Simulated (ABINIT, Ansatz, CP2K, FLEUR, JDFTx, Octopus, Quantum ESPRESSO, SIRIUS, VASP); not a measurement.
## GaN: programs and potentials compared

```
CELL_PARAMETERS angstrom
3.18000 0.00000 0.00000
-1.59000 2.75396 0.00000
0.00000 0.00000 5.16600
ATOMIC_POSITIONS crystal
Ga 0.66667 0.33333 0.50000
Ga 0.33333 0.66667 0.00000
N 0.66667 0.33333 0.87500
N 0.33333 0.66667 0.37500
```

Alike in all runs: task single point; functional PBE; k mesh 10 × 10 × 5; occupations fermi-dirac, width 0.05 eV; no spin polarisation; no spin-orbit coupling. Pressure is positive in compression and, in plane waves, holds the error of the finite cutoff, which Ansatz's Pulay term estimates and takes out.

```tsv
program and potentials	plane-wave cutoff (eV)	notes	pressure (GPa)	largest force (eV/Å)
ABINIT, JTH PAW PBE v2.0	707	-	7.81	0.138
SIRIUS, all-electron FP-LAPW, apw+lo standard	-	-	-	0.137
JDFTx, PseudoDojo-SR-PBE-0.5-standard with smoothed tails	1143	-	?	?
FLEUR, all-electron, FLAPW	-	-	-	0.137
Ansatz, Ansatz PAW (earlier soft set)	420	Pulay term of +0.30 GPa included	7.32	0.137
CP2K, POTENTIAL_UZH Ga GTH-PBE-q13, N GTH-PBE-q5; TZVP-MOLOPT-PBE-GTH basis	-	atomic basis	9.36	-
VASP, PBE PAW files Ga_d, N, 520 eV	520	-	7.35	0.135
Ansatz, all-electron LAPW, scalar-relativistic	-	-	7.20	0.136
Octopus, pseudodojo_pbe (PseudoDojo 0.5, PBE)	-	-	-	0.138
Quantum ESPRESSO, SSSP 1.3 efficiency PBE	952	-	6.81	0.137
```

Problem. Estimate from the other rows what the run with JDFTx, PseudoDojo-SR-PBE-0.5-standard with smoothed tails gave.

Solution. Pressure 7.49 GPa; largest force 0.137 eV/Å. The other rows, which needn't bracket it: pressure 6.81 to 9.36; largest force 0.135 to 0.138.
